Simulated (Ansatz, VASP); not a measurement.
# Be: VASP beside Ansatz

Contents of INCAR:

```
SYSTEM = Be
PREC = Accurate
ENCUT = 600
EDIFF = 1E-6
ISMEAR = 0
SIGMA = 0.1
LREAL = .False.
LASPH = .True.
NELM = 100
ALGO = Normal
ISIF = 3
LWAVE = .False.
LCHARG = .False.
GGA = PE
IVDW = 12
IBRION = 2
NSW = 100
EDIFFG = -0.005
```

KPOINTS

```
regular mesh
0
Gamma
  16 12 12
  0 0 0
```

The input POSCAR:

```
Be
1.0
    2.5140101402      0.0000000000      0.0000000000
    0.0000000000      3.4109495424      0.0000000000
    0.0000000000      0.0000000000      3.4157993881
Be
4
Direct
    0.7499403428      0.7500333256      0.7501849479
    0.2500596572      0.2499666744      0.7501849479
    0.2499403428      0.7499666744      0.2498150521
    0.7500596572      0.2500333256      0.2498150521
```

Input for Ansatz:

```yaml
crystal:
  lattice:
    - [2.5140101402, 0.0, 0.0]
    - [0.0, 3.4109495424, 0.0]
    - [0.0, 0.0, 3.4157993881]
  atoms:
    - { symbol: Be, position: [0.7499403428, 0.7500333256, 0.7501849479] }
    - { symbol: Be, position: [0.2500596572, 0.2499666744, 0.7501849479] }
    - { symbol: Be, position: [0.2499403428, 0.7499666744, 0.2498150521] }
    - { symbol: Be, position: [0.7500596572, 0.2500333256, 0.2498150521] }
basis:
  ecutwfc: 420
kpoints:
  mp_grid: { grid: [16, 12, 12] }
hamiltonian:
  xc: pbe
  dispersion: d3bj
scf:
  occupations: { method: gaussian, width: 0.1 }
output:
  forces: true
  stress: true
  eigenvalues: true
relax:
  adjacent_minimum: "off"
  f_tol: 0.005
  max_steps: 80
  cell: { stress_tol: 0.05 }
```

This isn't the form of Be at room conditions, which is hcp.

Alike in both runs: task relaxation of cell and atoms; functional PBE; dispersion D3(BJ); k mesh 16 × 12 × 12; occupations gaussian, width 0.1 eV; no spin polarisation.

|  | VASP | Ansatz |
| --- | --- | --- |
| version | VASP 6.6.1 | Ansatz 0.2.0 |
| potentials or method | VASP PAW PBE potentials, release 64 (Be) | scalar-relativistic, plane waves, PAW |
| plane-wave cutoff (eV) | 600 | 420 |
| valence electrons in the cell | 8 | 8 |

Ansatz gave:

```
gap on the k mesh at the Fermi level, each at its own relaxed structure (eV) : none
relaxed volume (Å³/atom)                                                     : 7.34
relaxed cell length with the largest relative difference (Å)                 : 3.439
```

Question: Estimate VASP's values.

Answer: gap on the k mesh at the Fermi level, each at its own relaxed structure (eV): none; relaxed volume (Å³/atom): 7.35; relaxed cell length with the largest relative difference (Å): 3.441.

A gap of «none» marks a metal or a gap that the smearing closes.

Caveats: pairwise dispersion overbinds metals, which lowers pressure and volume. Zero-point motion and thermal expansion aren't in these numbers.
